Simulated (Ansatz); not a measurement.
# InAs (F-43m) in Ansatz: further runs

The runs below take InAs through single point, relaxation of cell and atoms, with LDA, PBE, PBEsol, revPBE, BLYP.

Program: Ansatz 0.2.0. These are calculated values, not measurements. Logs are shortened: lines on timing, memory, paths and dates and some standing lists are left out, and cuts for length are marked.

**What was measured.**

From a printed reference work, data compilation, for a bulk crystal of InAs at 4.2 K: band gap 0.418 eV (direct).

How close the calculation comes is told below.

### Step 1. The structure

It takes space group F-43m (No. 216, cubic). The conventional cell has a = 6.036 Å, b = 6.036 Å, c = 6.036 Å, α = 90.00°, β = 90.00°, γ = 90.00°. Around In (site symmetry -43m) lie 4 As at 2.61 Å. As (site symmetry -43m) is surrounded by 4 In at 2.61 Å.

### Step 2. Single point, LDA

Contents of input.yaml:

```yaml
crystal:
  lattice:
    - [0.0, 3.018, 3.018]
    - [3.018, 0.0, 3.018]
    - [3.018, 3.018, 0.0]
  atoms:
    - { symbol: In, position: [0.0, 0.0, 0.0] }
    - { symbol: As, position: [0.75, 0.75, 0.75] }
hamiltonian:
  xc: lda
  pseudopotentials: { kind: paw }
kpoints:
  mp_grid: { grid: [8, 8, 8] }
scf:
  occupations: { method: gaussian, width: 0.02 }
output:
  forces: true
  stress: true
  eigenvalues: true
```

Potentials or basis: Ansatz PAW.

Started as:

```bash
> ansatz run input.yaml --threads 2 --pin off --max-ram 5632MiB --backend cpu --events-out ev --progress --plain --runs-dir out
```

Output:

```text
Warning: RAYON_NUM_THREADS=2 ignored (pool sized by the plan → 2); use --threads N
Engine: ansatz 0.2.0, x86_64-unknown-linux-gnu
Pseudopotentials: kind: paw
Pseudopotential: In, paw, valence charge 13, recommended cutoff 420 eV (normal), In.paw.azcp
Pseudopotential: As, paw, valence charge 15, recommended cutoff 420 eV (normal), As.paw.azcp
Functional definition: SPW92
  exchange = slater_x
  correlation = pw_c
Crystal: 2 atoms, lattice volume = 54.978 Å³
Basis set: ecut = 420 eV, 1067 PW (Γ)
Bands: 18, of which v1, the nominal top of the filled ones, is band 14 counted from 1 (13 counted from 0)
Symmetry: 24 space group operations
Space group: F-43m (ITA 216), of the structure as read, at distance tolerance 3.8e-5 Å
k-points: 29 of 512 (time reversal used)
Non-local potential: In, projectors of the file, l = 0: 2, l = 1: 2, l = 2: 2, l = 3: 2
Non-local potential: As, projectors of the file, l = 0: 2, l = 1: 2, l = 2: 3, l = 3: 1
PAW form: soft (Blöchl's): semilocal exchange-correlation on the pseudo side does not see the compensation charge
PAW frozen core: In, regenerated for the run's functional, and the local potential with it (the file was generated under x = pbe(κ = 0.804, μ = 0.2195149727645171), c = pbe(β = 0.06672455060314922))
PAW frozen core: As, regenerated for the run's functional, and the local potential with it (the file was generated under x = pbe(κ = 0.804, μ = 0.2195149727645171), c = pbe(β = 0.06672455060314922))
PAW one-centre angular grid: In, 590 points (default); XC on 64 Gauss nodes
PAW one-centre angular grid: As, 590 points (default); XC on 64 Gauss nodes
Initial density: superposition of atomic densities (neutral atoms: chi_scale 0, normalization atom), corrected by the library's trained network
Initial wavefunctions: pseudopotential atomic-orbital guess
Functional: x = slater, c = lda
SCF iter   1: F=—  HF=-10231.249330 eV  |F-HF|=—  |Δ(HF+E_count)|=         —  Δρ=7.06e-3  dr2=2.19e-2  ethr=1.77e-3  ⟨swp⟩=6.1  Hψ=2562  notcnv=0
preconditioner: auto → none  [insulator: Δε(μ)=0.748 eV  Ē_g=14.605 eV  σ=0.020 eV  W_gap=0.67  n_scr=14 (ndim 8)  ℏωp=21.2 eV  f_vac=0.106  D(μ)=0.30/eV (n_scr^D=0)  ε∞_Penn≈3.1]
SCF iter   2: F=—  HF=-10231.241762 eV  |F-HF|=—  |Δ(HF+E_count)|=   7.57e-3  Δρ=2.35e-3  dr2=1.39e-3  ethr=7.81e-5  ⟨swp⟩=3.0  Hψ=1133  notcnv=0
SCF iter   3: F=—  HF=-10231.241578 eV  |F-HF|=—  |Δ(HF+E_count)|=   1.84e-4  Δρ=7.39e-4  dr2=1.89e-4  ethr=4.96e-6  ⟨swp⟩=2.2  Hψ=939  notcnv=0
SCF iter   4: F=—  HF=-10231.241552 eV  |F-HF|=—  |Δ(HF+E_count)|=   2.60e-5  Δρ=2.25e-4  dr2=1.96e-5  ethr=6.76e-7  ⟨swp⟩=2.0  Hψ=929  notcnv=0
SCF iter   5: F=—  HF=-10231.241549 eV  |F-HF|=—  |Δ(HF+E_count)|=   3.80e-6  Δρ=2.11e-5  dr2=1.89e-7  ethr=6.99e-8  ⟨swp⟩=2.0  Hψ=774  notcnv=0
SCF iter   6: F=-10231.241549 eV  HF=-10231.241549 eV  |F-HF|=1.40e-9  |Δ(HF+E_count)|=   4.62e-8  Δρ=4.53e-6  dr2=1.22e-8  ethr=3.57e-10  ⟨swp⟩=5.0  Hψ=2259  notcnv=0
SCF 1 converged in 6 iterations: F = -10231.241549 eV  dr2 = 1.22e-8
SCF converged after 6 iterations
Free energy (F): -10231.241549 eV
Harris-Foulkes:  -10231.241549 eV  (|F-HF|=1.40e-9)
Internal energy: -10231.241488 eV  (E = F + TS)
E sigma→0 (E₀):  -10231.241518 eV
Entropy (-TS):   -0.000060 eV (-0.030 meV/atom)
Fermi energy:    7.614291 eV
--- Per-component energies (eV) ---
  E_band       = -320.434291
  E_kinetic    = 348.359439
  E_local      = -3278.191507  (includes V_loc(G=0)·N_el)
  E_nonlocal   = -295.006942
  E_hartree    = 1581.324576
  E_xc         = -292.525118
  E_vxc        = -180.758130  (∫ρ·V_xc dr)
  E_paw        = -5769.762320  (= ΣΔE_a)
  E_vpaw       = -77.490034  (= ΣTr[D̂ρ^β])
  E_aug_tail   = 0.000035  (compensation charges beyond the density's cutoff)
  E_ewald      = -2527.799418
  E_core_change = 2.359766  (= ΣΔE_core)
  E_smearing   = -0.000060  (= −TS)
  E_closure    = 0.000000  (closes the sum)
  Σ components = -10231.241549   (vs F -10231.241549, Δ=0.00e0)
--- Forces (eV/Å), atoms counted from 1 ---
  atom   1  In    -0.00000000     0.00000000     0.00000000
  atom   2  As     0.00000000    -0.00000000    -0.00000000
  max |Σ_I F_I| component: 2.22e-16 eV/Å
--- Stress (GPa, compression-positive) ---
       -0.283588      -0.000000      -0.000000
       -0.000000      -0.283588       0.000000
       -0.000000       0.000000      -0.283588
  P = ⅓ Tr σ = -0.2836 GPa (-2.836 kbar)
--- Band table (eV; the first three rows and the last of 29) ---
  k-point 0: bands = ["-27.5481", "-27.5481", "-27.5481", "-27.5398", "-27.5398", "-6.7420", "-6.7420", "-6.7420", "-6.6111", "-6.6111", "-4.3656", "7.1940", "7.6082", "7.6082", "7.6082", "11.4438", "11.4438", "11.4438"]
  k-point 1: bands = ["-27.5481", "-27.5480", "-27.5480", "-27.5398", "-27.5398", "-6.7641", "-6.7359", "-6.7359", "-6.6113", "-6.6113", "-4.2011", "5.6213", "7.4113", "7.4113", "8.5824", "11.5791", "11.7277", "11.7277"]
  k-point 2: bands = ["-27.5481", "-27.5479", "-27.5479", "-27.5397", "-27.5397", "-6.8136", "-6.7227", "-6.7227", "-6.6101", "-6.6101", "-3.7515", "3.8151", "7.0254", "7.0254", "8.7034", "12.1675", "12.1675", "12.6568"]
  k-point 28: bands = ["-27.5480", "-27.5480", "-27.5476", "-27.5398", "-27.5395", "-6.9131", "-6.6901", "-6.6650", "-6.6277", "-6.6031", "-2.2706", "1.8009", "4.6062", "4.6806", "11.7470", "11.8232", "12.4900", "13.5908"]
```

It took 1.5 s on 2 threads of Intel Xeon at 2.70GHz, shared host; peak memory 0.36 GiB.

Results:

```
Free energy            : -10231.2415 eV
Pressure               : -0.3 GPa
Band gap on the k mesh : none (metal or under the smearing width)
```

Levels at points of the mesh, in eV from the Fermi level:
| k point | band 12 | band 13 | band 14 | band 15 | band 16 | band 17 |
| --- | --- | --- | --- | --- | --- | --- |
| (0.00, 0.00, 0.00) | -0.42 | -0.01 | -0.01 | -0.01 | 3.83 | 3.83 |
| (0.00, 0.00, -0.50) | -5.87 | -1.01 | -1.01 | 0.79 | 4.62 | 4.62 |
| (0.00, -0.50, -0.50) | -5.95 | -2.37 | -2.37 | 1.41 | 1.95 | 9.02 |

Caveat: the PAW data sets come from PBE, with cores solved anew for the run's functional, which leaves a small shift of forces and pressure; this crystal is a semiconductor, whose small gap the functional closes, so the metal is an error of the method.

### Step 3. Single point, PBE

Changes to input.yaml since step 2:

```diff
@@ -9,3 +9,3 @@
 hamiltonian:
-  xc: lda
+  xc: pbe
   pseudopotentials: { kind: paw }
@@ -14,3 +14,3 @@
 scf:
-  occupations: { method: gaussian, width: 0.02 }
+  occupations: { method: gaussian, width: 0.1 }
 output:
```

Potentials or basis: Ansatz PAW.

Started as:

```bash
> ansatz run input.yaml --threads 2 --pin off --max-ram 5632MiB --backend cpu --events-out ev --progress --plain --runs-dir out
```

Output:

```text
Warning: RAYON_NUM_THREADS=2 ignored (pool sized by the plan → 2); use --threads N
[... 4 set-up lines as earlier in the session ...]
Functional definition: PBE
  parameter kappa = 0.804
  parameter beta = 0.06672455060314922
  exchange = pbe_x(kappa = kappa, mu = beta*pi^2/3)
  correlation = pbe_c(beta = beta)
Crystal: 2 atoms, lattice volume = 54.978 Å³
Basis set: ecut = 420 eV, 1067 PW (Γ), exchange–correlation on 60×60×60 points (8 copies of the dense FFT grid, shifted against one another)
Bands: 18, of which v1, the nominal top of the filled ones, is band 14 counted from 1 (13 counted from 0)
[... 1 set-up line as earlier in the session ...]
[... 34 lines left out ...]
  E_paw        = -5990.758822  (= ΣΔE_a)
  E_vpaw       = -72.330322  (= ΣTr[D̂ρ^β])
  E_aug_tail   = 0.000035  (compensation charges beyond the density's cutoff)
  E_ewald      = -2527.799418
  E_smearing   = -0.000313  (= −TS)
  E_closure    = 0.000000  (closes the sum)
  Σ components = -10454.413280   (vs F -10454.413280, Δ=0.00e0)
--- Forces (eV/Å), atoms counted from 1 ---
  atom   1  In    -0.00000000     0.00000000     0.00000000
  atom   2  As     0.00000000    -0.00000000     0.00000000
  max |Σ_I F_I| component: 2.01e-16 eV/Å
--- Stress (GPa, compression-positive) ---
        4.291910      -0.000000       0.000000
       -0.000000       4.291910       0.000000
       -0.000000       0.000000       4.291910
  P = ⅓ Tr σ = 4.2919 GPa (42.919 kbar)
--- Band table (eV; the first three rows and the last of 29) ---
  k-point 0: bands = ["-27.0528", "-27.0528", "-27.0528", "-27.0447", "-27.0447", "-6.4759", "-6.4759", "-6.4759", "-6.3478", "-6.3478", "-3.9771", "7.7517", "7.9221", "7.9221", "7.9221", "11.8424", "11.8424", "11.8424"]
  k-point 1: bands = ["-27.0528", "-27.0527", "-27.0527", "-27.0447", "-27.0447", "-6.4967", "-6.4699", "-6.4699", "-6.3480", "-6.3480", "-3.8140", "6.0425", "7.7286", "7.7286", "9.0419", "11.9983", "12.1243", "12.1243"]
  k-point 2: bands = ["-27.0528", "-27.0527", "-27.0527", "-27.0447", "-27.0447", "-6.5434", "-6.4570", "-6.4570", "-6.3467", "-6.3467", "-3.3673", "4.2190", "7.3476", "7.3476", "9.1850", "12.5596", "12.5596", "13.1050"]
  k-point 28: bands = ["-27.0528", "-27.0528", "-27.0523", "-27.0447", "-27.0444", "-6.6394", "-6.4243", "-6.4001", "-6.3636", "-6.3398", "-1.8933", "2.2131", "4.9524", "5.0343", "12.1613", "12.2212", "12.9436", "14.0177"]
```

Wall time 1.4 s (2 threads of Intel Xeon at 2.70GHz, shared host); peak memory 0.37 GiB.

Results:

| Item | Value |
| --- | --- |
| Free energy | -10454.4133 eV |
| Pressure | 4.3 GPa |
| Band gap on the k mesh | none (metal or under the smearing width) |

Caveat: this crystal is a semiconductor, whose small gap the functional closes, so the metal is an error of the method.

### Step 4. Single point, PBEsol

Changes to input.yaml since step 3:

```diff
@@ -9,3 +9,3 @@
 hamiltonian:
-  xc: pbe
+  xc: pbesol
   pseudopotentials: { kind: paw }
@@ -14,3 +14,3 @@
 scf:
-  occupations: { method: gaussian, width: 0.1 }
+  occupations: { method: gaussian, width: 0.05 }
 output:
```

Started as:

```bash
> ansatz run input.yaml --threads 2 --pin off --max-ram 5632MiB --backend cpu --events-out ev --progress --plain --runs-dir out
```

Run time: 1.5 s. Hardware: 2 threads of Intel Xeon at 2.70GHz, shared host; peak memory 0.37 GiB.

Results (log left out):

```
Free energy            : -10338.8183 eV
Pressure               : 1.5 GPa
Band gap on the k mesh : none (metal or under the smearing width)
```

Levels at points of the mesh, in eV from the Fermi level:
| k point | band 11 | band 12 | band 13 | band 14 | band 15 | band 16 | band 17 | band 18 |
| --- | --- | --- | --- | --- | --- | --- | --- | --- |
| (0.00, 0.00, 0.00) | -11.94 | -0.28 | -0.02 | -0.02 | -0.02 | 3.85 | 3.85 | 3.85 |
| (0.00, 0.00, -0.50) | -10.44 | -5.85 | -1.02 | -1.02 | 0.87 | 4.62 | 4.62 | 6.71 |
| (0.00, -0.50, -0.50) | -9.89 | -5.91 | -2.37 | -2.37 | 1.42 | 1.97 | 9.09 | 9.25 |

Caveat: the PAW data sets come from PBE, with cores solved anew for the run's functional, which leaves a small shift of forces and pressure; this crystal is a semiconductor, whose small gap the functional closes, so the metal is an error of the method.

(Continued in part 2 of 2.)
